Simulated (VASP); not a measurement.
Input of a VASP 6.6.1 run:

INCAR

```
PREC = Accurate
ENCUT = 600
EDIFF = 1E-6
ISMEAR = 0
SIGMA = 0.03
LREAL = False
LASPH = True
NELM = 80
ALGO = Normal
ISIF = 3
LWAVE = False
LCHARG = False
GGA = PS
IBRION = 2
NSW = 90
EDIFFG = -0.01
```

File KPOINTS:

```
Automatic mesh
0
Gamma
  10 10 10
```

POSCAR

```
HgSe
1.0
    0.0000000000      3.0390000000      3.0390000000
    3.0390000000      0.0000000000      3.0390000000
    3.0390000000      3.0390000000      0.0000000000
Hg Se
1 1
Direct
    0.0000000000      0.0000000000      0.0000000000
    0.2500000000      0.2500000000      0.2500000000
```

Potentials or basis: VASP PAW PBE potentials, release 64 (Hg, Se).

Launch:

```console
$ cat potpaw_PBE.64/Hg/POTCAR potpaw_PBE.64/Se/POTCAR > POTCAR
$ mpirun -np 1 vasp_std > vasp.out
```

**Question.** What does it give for the band gap on the k mesh?

**Answer.** None (metal or under the smearing width).

**Question.** Predict the space group after relaxing (to 0.05 Å).

**Answer.** F-43m (No. 216).

**Question.** Predict the relaxed volume.

**Answer.** 29.01 Å³/atom.

Step by step:
| step | energy change (eV) | largest force (eV/Å) | pressure (GPa) | volume (Å³) |
| --- | --- | --- | --- | --- |
| 1 | 0.0000 | 0.0000 | 1.85 | 56.13 |
| 2 | -0.0090 | 0.0000 | -0.67 | 58.81 |
| 3 | -0.0106 | 0.0000 | 0.00 | 58.03 |

Caveat: the PAW data sets were made with another functional, which shifts forces and pressure a little. Spin-orbit coupling is left out, which matters for the levels of Hg.
